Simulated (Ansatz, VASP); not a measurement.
Two plane-wave programs on Ga

```
CELL_PARAMETERS angstrom
-1.47666 1.47666 2.14374
1.47666 -1.47666 2.14374
1.47666 1.47666 -2.14374
ATOMIC_POSITIONS crystal
Ga 0.00000 0.00000 0.00000
```

Alike in both runs: task single point; functional PBE; k mesh 20 × 20 × 20; occupations gaussian, width 0.1 eV; no spin polarisation.

|  | VASP | Ansatz |
| --- | --- | --- |
| version | VASP 6.6.1 | Ansatz 0.2.0 |
| potentials or method | VASP PAW PBE potentials, release 64 (Ga_d) | scalar-relativistic, plane waves, PAW |
| plane-wave cutoff (eV) | 520 | 420 |
| valence electrons in the cell | 13 | 13 |

Ansatz gave:

| Quantity | Value |
| --- | --- |
| gap on the k mesh at the Fermi level (eV) | none |
| pressure (GPa) | 0.6 |
| largest component of the traceless stress (GPa) | 0.30 |

Question: Which values does VASP return?

Answer: gap on the k mesh at the Fermi level (eV): none; pressure (GPa): 0.8; largest component of the traceless stress (GPa): 0.30.

A gap of «none» marks a metal or a gap that the smearing closes.
